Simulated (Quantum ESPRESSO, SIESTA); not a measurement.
# In-plane stress of 4H SiC under biaxial strain, SIESTA DZP, PBEsol

Calculated with SIESTA 5.4.2: PBEsol; DZP orbitals, shift 0.01 Ry, mesh 400 Ry; k-mesh 9×9×2. The first two cell vectors are strained alike from typed lattice constants; the third vector's length and the atoms are relaxed. The geometries are those relaxed at QE, PBEsol. The typed cell isn't stress-free: at zero strain the reference's in-plane stress is -2.3 GPa, compression positive.

```
in-plane strain (%)  in-plane stress (GPa, compression positive)
                 -4                                        27.65
                 -3                                        19.66
                 -2                                            ?
                 -1                                        5.547
                  0                                      -0.5176
                 +1                                       -6.093
                 +2                                       -11.17
                 +3                                       -15.81
                 +4                                       -19.99
```

Task: Fit a second-order form in the logarithmic strain to the rows given and interpolate to the withheld row.

**Working.**

With u = ln[(1 + ε)/(1 + ε0)], counted from the row at ε0 = +0 % where y0 = -0.5176, a second-order form y = y0 + a u + b u² makes v = (y − y0)/u a line in u.

```
         u         v
-0.0408220  -690.010
-0.0304592  -662.447
-0.0100503  -603.423
0.00995033  -560.323
 0.0198026  -537.929
 0.0295588  -517.355
 0.0392207  -496.483
```

With n = 7: mean u = 0.00245728, mean v = -581.138, Σ(u − ū)² = 0.0055561, Σ(u − ū)(v − v̄) = 13.413. Slope b = 13.413 / 0.0055561 = 2414.2; intercept a = v̄ − b ū = -587.07.

At the withheld row u = -0.02020, v = a + b u = -635.8, and y = y0 + u v.

Prediction at -2: 12.33 GPa. The run gave 12.32 GPa, so the fit is high by 0.0082 GPa (0.066 % of the value).

The first-order term gives a biaxial modulus of 587 GPa at ε0. The second-order term makes up 7.7 % of v at the withheld row. Among the rows given, the largest miss of the fit is at -4, by 0.18 GPa (0.38 % of the range of the table).

Limits: The nuclei are static. The DFT runs use Fermi–Dirac occupations of width 0.01 eV, and energies are free energies.

[Logs are printed without paths, hosts, clocks, repeated set-up lines and the standing remarks that a program may print on its own settings, such as how far it seeks lower states.]

[Hosts, paths, dates, database ids (printed as entryN), source tags and the programs' standing remarks are cut or masked in the printed files.]
